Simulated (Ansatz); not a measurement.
**How fast does Zn move in ZnS?**

All numbers below come from DFT PBE, scalar-relativistic, plane waves, PAW (Ansatz 0.2.0). Run with 420 eV cutoff, 2×2×2 k-mesh, shifted by half a step, Gaussian smearing of 0.02 eV, no spin polarisation.

Host crystal, relaxed:

```
CELL_PARAMETERS angstrom
0.00000 2.72115 2.72115
2.72115 0.00000 2.72115
2.72115 2.72115 0.00000
ATOMIC_POSITIONS crystal
Zn 0.00000 0.00000 0.00000
S 0.75000 0.75000 0.75000
```

In a supercell of 32 host sites with charge -2, Zn trades places with a neighbouring Zn vacancy, moving 3.73 Å. Climbing-image nudged elastic band at fixed cell; the order of the saddle wasn't checked, and the small cell leaves errors of about a tenth of an eV.

```tsv
image	path (Å)	E − E(0) (eV)
0	0.00	0.000
1	2.06	1.298
2	4.11	0.000
```

**Question.** What are the barriers forward and back, and what attempt frequency does the shape suggest?

**Answer.** Forward 1.30 eV, back 1.30 eV, the ends being level. For a sinusoidal profile E_b sin²(πx/l), with the Zn atom alone moving, ν = (1/l)√(E_b/2m) = 2.6×10¹² s⁻¹, within an order of magnitude of the customary 10¹³ s⁻¹; a true prefactor needs the vibrations at the minimum and at the saddle.

**Question.** With ν = 10¹³ s⁻¹, how often does the exchange happen at 300, 600 and 1000 K once atom and vacancy are neighbours, taking the host as solid throughout? Does that give the diffusivity?

**Answer.** k = ν exp(−E_b/k_BT):
```csv
T (K),k (1/s),wait (s)
300,1.5×10⁻⁹,6.5×10⁸
600,124,8.1×10⁻³
1000,2.9×10⁶,3.5×10⁻⁷
```

No. The atom can jump only when a vacancy is beside it, so where vacancies are thermal the activation energy of diffusion adds the vacancy's formation energy; where doping, quenching or off-stoichiometry fixes their number, it doesn't. And repeated exchanges only swap the two back and forth: Zn gets on when the vacancy moves round it by other jumps, which the correlation factor counts. An error of 0.1 eV in the barrier changes k by a factor of 48 at 300 K and 3.2 at 1000 K.

Cost: 1 run of about 19 core-minutes, on Arm Neoverse V1 (shared hosts).